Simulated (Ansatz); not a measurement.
Relaxed structure of H2 on the (100) surface of MgO, one molecule per 35.4 Å² (the molecule's atoms stand last):

```
CELL_PARAMETERS angstrom
5.95062 0.00000 0.00000
0.00000 5.95062 0.00000
0.00000 0.00000 24.31158
ATOMIC_POSITIONS crystal
Mg 0.25000 0.25000 0.32906
Mg 0.25000 0.75000 0.32906
Mg 0.75000 0.25000 0.32906
Mg 0.75000 0.75000 0.32906
O 0.50000 0.50000 0.32906
O 0.50000 0.00000 0.32906
O 0.00000 0.50000 0.32906
O 0.00000 0.00000 0.32906
Mg 0.50000 0.50000 0.41560
Mg 0.50000 0.00000 0.41560
Mg 0.00000 0.50000 0.41560
Mg 0.00000 0.00000 0.41560
O 0.75000 0.75000 0.41560
O 0.75000 0.25000 0.41560
O 0.25000 0.75000 0.41560
O 0.25000 0.25000 0.41560
Mg 0.75007 0.75008 0.50255
Mg 0.75011 0.24990 0.50255
Mg 0.24988 0.75012 0.50254
Mg 0.24992 0.24994 0.50255
O 0.99999 0.00002 0.50238
O 0.99999 0.50000 0.50227
O 0.50000 0.00002 0.50227
O 0.50000 0.50001 0.50223
Mg 0.00009 0.99992 0.58903
Mg 0.00003 0.50006 0.58838
Mg 0.49994 0.99998 0.58837
Mg 0.49996 0.50005 0.58841
O 0.25037 0.25039 0.59047
O 0.25004 0.74997 0.59081
O 0.74988 0.25012 0.59086
O 0.74962 0.74963 0.59048
H 0.02980 0.97038 0.69482
H 0.94043 0.05953 0.69149
```

Method: DFT PBE+D3(BJ), scalar-relativistic, plane waves, PAW (Ansatz). Plane waves to 420 eV, a k mesh through Γ of 3×3×1 on the computed 34-atom cell and Gaussian smearing (0.05 eV); no spin polarisation. A dipole correction removes the field between periodic images along c.

The slab and the molecular layer are also computed alone at these places.

Problem. How does the adsorption energy per molecule split into interaction and deformation?

Solution. E_ads = -0.104 eV: interaction of the rigid parts -0.108 eV, deformation of the slab +0.005 eV, deformation of the molecule with its lateral interactions 0.000 eV.

Problem. How much charge moves across the plane at z = 15.59 Å, midway between slab and molecule?

Solution. No net charge (under 0.01 e); half the integral of |Δρ| is 0.04 e.

Problem. How does the density difference (whole less rigid parts, positive where electrons gather), summed over the plane, run along c?

Solution. (z (Å), Δρ (e/Å)): (6.08, 0.000), (6.21, 0.000), (6.48, 0.000), (6.62, 0.000), (6.89, 0.000), (7.02, 0.000), (7.29, 0.000), (7.43, 0.000), (7.56, 0.000), (7.83, 0.000), (7.97, 0.000), (8.24, 0.000), (8.37, 0.000), (8.51, 0.000), (8.78, 0.000), (8.91, 0.000), (9.18, 0.000), (9.32, 0.000), (9.59, 0.000), (9.72, 0.000), (9.86, 0.000), (10.13, 0.000), (10.26, 0.000), (10.54, 0.000), (10.67, 0.000), (10.94, 0.000), (11.08, 0.000), (11.21, 0.000), (11.48, 0.000), (11.62, 0.000), (11.89, 0.000), (12.02, 0.000), (12.16, 0.000), (12.43, 0.001), (12.56, 0.001), (12.83, 0.001), (12.97, 0.000), (13.24, 0.000), (13.37, 0.000), (13.51, 0.000), (13.78, 0.000), (13.91, 0.000), (14.18, 0.001), (14.32, 0.001), (14.45, 0.001), (14.72, 0.001), (14.86, 0.001), (15.13, 0.003), (15.26, 0.004), (15.53, 0.010), (15.67, 0.013), (15.80, 0.016), (16.07, 0.019), (16.21, 0.018), (16.48, 0.010), (16.61, 0.002), (16.88, -0.017), (17.02, -0.022), (17.15, -0.022), (17.42, -0.016), (17.56, -0.013), (17.83, -0.007), (17.96, -0.005), (18.10, -0.003), (18.37, -0.002), (18.50, -0.001), (18.77, 0.000), (18.91, 0.000), (19.18, 0.000), (19.31, 0.000)